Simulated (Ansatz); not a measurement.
Crystal: Ge.

```
CELL_PARAMETERS angstrom
1.39715 -2.60052 0.00000
1.39715 2.60052 0.00000
0.00000 0.00000 2.69823
ATOMIC_POSITIONS crystal
Ge 0.50000 0.50000 0.00000
```

This isn't the form of Ge at room conditions, which is diamond.

Program: Ansatz 0.2.0. Alike in all runs: potentials or basis Ansatz PAW; cell as given; smearing fermi-dirac 0.05 eV. Hardware: 2 threads of Arm Neoverse V2, with other jobs on the host.

**Question.** Order these runs on this cell by their wall time, lowest first.
A. task band structure; level PBEsol; spin SOC, no magnetisation; k mesh 8 × 8 × 7; cutoff (eV) 420; points for each segment of the path 14; mesh quality not flagged
B. task projected density of states; level PBEsol; spin off; k mesh 6 × 6 × 6; cutoff (eV) 420; mesh quality coarse
C. task projected density of states; level r2SCAN0; spin off; k mesh 6 × 6 × 6; cutoff (eV) 500; mesh quality coarse
D. task band structure; level BLYP; spin off; k mesh 11 × 11 × 10; cutoff (eV) 420; points for each segment of the path 14; mesh quality not flagged

**Answer.** B (1.1 s), D (2.2 s), A (6.1 s), C (15 s).

Caveats: some runs use coarse meshes; the density of states is complete only up to the lowest level of the last band computed (some runs).

Not every run made on this cell is shown here.
